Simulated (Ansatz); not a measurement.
TiC: a fit and a missing row

TiC, Fm-3m, a = 4.333 Å. Ansatz: PBE, PAW, 420 eV, Γ-centred 16×16×16 mesh on 2 atoms, Gaussian smearing 0.10 eV; no spin polarisation. Symmetry fixes shape and atoms, so the cell is only scaled; pressure is positive in compression.

| V (Å³/atom) | P (GPa) |
| --- | --- |
| 8.948 | 41.33 |
| 9.253 | 28.54 |
| 9.558 | 17.56 |
| 9.863 | 8.13 |
| 10.168 | 0.02 |
| 10.473 | -6.95 |
| 10.778 | -12.96 |
| 11.184 | ? |

Take V0 = 10.168 Å³/atom, count pressures from its P0 = 0.02 GPa, fit the third-order Birch–Murnaghan form to the other rows, and predict the missing pressure.

With the Eulerian strain f = ½[(V0/V)^(2/3) − 1] and y = (P − P0)/[3f(1 + 2f)^(5/2)], the form is the line y = B0 + 1.5 B0 (B0′ − 4) f. Rows (f, y): 0.04447, 250.2; 0.03244, 250.4; 0.02105, 250.5; 0.01026, 250.4; -0.00976, 250.1; -0.01905, 250.3. Means f = 0.01324, y = 250.32; Σ(Δf)² = 0.002985, ΣΔfΔy = 0.004661; the slope is their ratio. y = 250.3 + 1.561 f GPa, so B0 = 250.3 GPa and B0′ = 4 + 2 × (1.561)/(3 × 250.3) = 4.00. At V = 11.184, f = -0.03076, y = 250.25 and P = -19.68 GPa. The run gave -19.67 GPa, so the fit is 0.01 GPa too low, within the rms miss on the fitted rows (0.01 GPa). The form still works here, 22 % of the fitted range beyond its end.